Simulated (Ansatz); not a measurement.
Crystal: Hf.

```
Hf
1.0
     0.00000    2.22000    2.22000
     2.22000    0.00000    2.22000
     2.22000    2.22000    0.00000
Hf
1
Direct
  0.00000 0.00000 0.00000
```

This isn't the form of Hf at room conditions, which is hcp.

- Program: Ansatz 0.2.0
- Task: single point
- Functional: PBEsol
- Potentials or basis: all-electron LAPW, scalar-relativistic
- Cutoff: 211 eV (chosen from the basis error)
- Basis error allowed: 0.001 eV/atom
- k mesh: 10 × 10 × 10
- Occupations: fermi-dirac, width 0.05 eV
- Spin: no spin polarisation

On this cell: pressure -1.7 GPa; band gap on the k mesh none (metal or under the smearing width).

The same run follows on a disturbed copy (cell strained at random at fixed volume):

```
CELL_PARAMETERS angstrom
-0.04347 2.20748 2.21336
2.16276 -0.04267 2.21256
2.17201 2.21592 -0.05192
ATOMIC_POSITIONS crystal
Hf 0.00193 0.98878 0.99658
```

**Question.** What does the disturbed cell give?

**Answer.** The energy (extrapolated to zero smearing) moves by +8.5 meV/atom; pressure -1.6 GPa; band gap on the k mesh none (metal or under the smearing width).

Stress tensor (GPa, compression positive):
```
-0.93  1.23  1.73
 1.23 -1.82  1.59
 1.73  1.59 -1.96
```
